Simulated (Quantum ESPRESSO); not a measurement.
MgB2 in Quantum ESPRESSO: convergence with k mesh

MgB2:

```
Mg B
1.0
     3.08500    0.00000    0.00000
    -1.54250    2.67169    0.00000
     0.00000    0.00000    3.52300
Mg B
1 2
Direct
  0.00000 0.00000 0.00000
  0.66667 0.33333 0.50000
  0.33333 0.66667 0.50000
```

* Program: Quantum ESPRESSO 7.5
* Task: single point
* Functional: PBE
* Potentials or basis: GBRV 1.5 PBE
* Cutoff: 612 eV
* Density cutoff: 4898 eV
* k mesh: 2 × 2 × 1
* Occupations: fermi-dirac, width 0.1 eV
* Spin: no spin polarisation

These are the settings of the first run; the series varies k mesh, with any setting tied to it.

Hardware: 1 thread of Arm Neoverse V1, on a shared host.

Task: The values tried are 2 × 2 × 1, 3 × 3 × 2, 4 × 4 × 4, 6 × 6 × 5, 8 × 8 × 6, 9 × 9 × 7, 10 × 10 × 8, 12 × 12 × 10, 14 × 14 × 11, loosest first. From which on does the pressure stay within 0.1 GPa of the tightest run that finished?

Result: From 9 × 9 × 7 on.

| k mesh | energy less the tightest run, at zero smearing (meV/atom) | pressure (GPa) | gap on the mesh (eV) | SCF cycles | CPU time (s) | peak memory (GiB) |
| --- | --- | --- | --- | --- | --- | --- |
| 2 × 2 × 1 | 1552.82 | 7.09 | 0.868 | 9 | 2.9 | 0.12 |
| 3 × 3 × 2 | 163.29 | -1.03 | 0.000 | 10 | 3.8 | 0.12 |
| 4 × 4 × 4 | 16.83 | -1.91 | 0.000 | 8 | 4.1 | 0.12 |
| 6 × 6 × 5 | 5.44 | -1.09 | 0.000 | 9 | 5.8 | 0.13 |
| 8 × 8 × 6 | 2.31 | -1.11 | 0.000 | 9 | 8.6 | 0.13 |
| 9 × 9 × 7 | -0.88 | -1.18 | 0.000 | 9 | 9.8 | 0.13 |
| 10 × 10 × 8 | 0.17 | -1.16 | 0.000 | 9 | 13 | 0.14 |
| 12 × 12 × 10 | 0.72 | -1.23 | 0.000 | 9 | 20 | 0.14 |
| 14 × 14 × 11 | 0.00 | -1.24 | 0.000 | 9 | 24 | 0.15 |

Against the tightest run, the energy stays within 1 meV/atom from 9 × 9 × 7 on; the gap on the mesh stays within 0.01 eV from 3 × 3 × 2 on. Meshes of other sizes hit other points, so gaps and Fermi surfaces needn't settle smoothly. The tightest run that finished is the yardstick and may itself not be fully converged.
